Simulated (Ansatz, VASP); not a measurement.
## CuO2 in VASP and in Ansatz

```xyz
3
Lattice="0.0000 2.3781 2.3781 2.3781 0.0000 2.3781 2.3781 2.3781 0.0000" Properties=species:S:1:pos:R:3 pbc="T T T"
Cu    0.0000    0.0000    0.0000
O     1.1891    1.1891    1.1891
O     3.5672    3.5672    3.5672
```

Alike in both runs: functional PBEsol; k mesh 16 × 16 × 16; occupations gaussian, width 0.1 eV; no spin polarisation.

Ansatz relaxed the structure, and its values are those at the end. VASP's run is a single point on that final structure, the one shown.

```csv
,VASP,Ansatz
version,VASP 6.6.1,Ansatz 0.2.0
potentials or method,"VASP PAW PBE potentials, release 64 (Cu, O)","scalar-relativistic, plane waves, PAW"
plane-wave cutoff (eV),520,420
valence electrons in the cell,23,31
```

|  | VASP | Ansatz | Ansatz less VASP |
| --- | --- | --- | --- |
| gap on the k mesh at the Fermi level (eV) | none | none | - |
| pressure (GPa) | 0.5 | 0.0 | -0.55 |

A gap of «none» marks a metal or a gap that the smearing closes. The functional is the same, so the differences come from potentials, cutoffs and numerics. The two sets of potentials don't hold the same shells in valence.

Caveats: the PAW data sets were made with another functional, which shifts forces and pressure a little (VASP); an odd number of electrons without spin polarisation forces a metal; a magnetic or distorted state may lie lower; the run has no spin polarisation, though such a crystal can be magnetic; semilocal functionals often make such compounds metallic where correlation or magnetic order opens a gap, which also shifts bond lengths.
